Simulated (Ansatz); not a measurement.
A run of Ansatz 0.2.0:

The input input.yaml:

```yaml
crystal:
  lattice:
    - [-1.8921, 1.8921, 4.7573]
    - [1.8921, -1.8921, 4.7573]
    - [1.8921, 1.8921, -4.7573]
  atoms:
    - { symbol: Ti, position: [0.75, 0.25, 0.5] }
    - { symbol: Ti, position: [0.0, 0.0, 0.0] }
    - { symbol: O, position: [0.7919, 0.7919, 0.0] }
    - { symbol: O, position: [0.5419, 0.0419, 0.5] }
    - { symbol: O, position: [0.9581, 0.4581, 0.5] }
    - { symbol: O, position: [0.2081, 0.2081, 0.0] }
hamiltonian:
  xc:
    exchange: pbe
    correlation: pbe
    exx: { coeff: inverse_dielectric }
  pseudopotentials: { kind: paw }
kpoints:
  mp_grid: { grid: [6, 6, 6] }
scf:
  occupations: { method: fermi_dirac, width: 0.05 }
output:
  forces: true
  stress: true
  eigenvalues: true
```

Potentials or basis: Ansatz PAW.

Launch:

```bash
$ ansatz run input.yaml --threads 2 --pin off --max-ram 5632MiB --backend cpu --events-out ev --progress --plain --runs-dir out
```

Hardware: 2 threads of Arm Neoverse V1, with other jobs on the host.

Problem. Estimate the wall time of this run.

Solution. It took 2.3 min on 2 threads of Arm Neoverse V1, on a shared host, peak memory 2.7 GiB. Counts: scf iterations 14, plane waves 1315, k points 30, bands 30.
